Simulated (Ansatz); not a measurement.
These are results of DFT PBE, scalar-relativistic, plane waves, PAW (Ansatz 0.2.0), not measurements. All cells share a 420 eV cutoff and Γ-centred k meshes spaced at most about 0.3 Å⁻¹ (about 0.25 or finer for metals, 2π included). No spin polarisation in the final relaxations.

These are static total energies at zero pressure. All come from trial cells, and lower structures may exist.

**Question.** Order these relaxed structures of P by energy, lowest first, with the energy over the lowest of them.
A.

Space group Pm-3m (No. 221). a = 2.444 Å, b = 2.444 Å, c = 2.444 Å, α = 90.00°, β = 90.00°, γ = 90.00°
```tsv
atom	site	symmetry	x	y	z
P	1b	m-3m	0.5000	0.5000	0.5000
```

B.

Space group R-3m:H (No. 166). a = 3.481 Å, b = 3.481 Å, c = 9.210 Å, α = 90.00°, β = 90.00°, γ = 120.00°
```tsv
atom	site	symmetry	x	y	z
P	6c	3m	0.3333	0.6667	0.8960
```

**Answer.** B (0 meV/atom), A (46 meV/atom). Forms: B R-3m; A simple cubic type, Pm-3m. Counting all near atoms (those within 1.25 times the shortest such distance or 1.15 times the sum of covalent radii, 1.27 where that leaves under three; a plus sign parts nearer from farther groups): B has P 3+3; A has P 6.

Weakly bound directions are ill-defined at this level, which has no dispersion term (R-3m), and this can change margins and order among such cells. Cells relaxed within their symmetry can be saddle points. The part of the Crystallography Open Database at hand lists P in space groups No. 2, 13, 64, 123; no cell shown has one of them. Some structure types and database cells were kept out of the candidates from the start, so a known form may be missing.
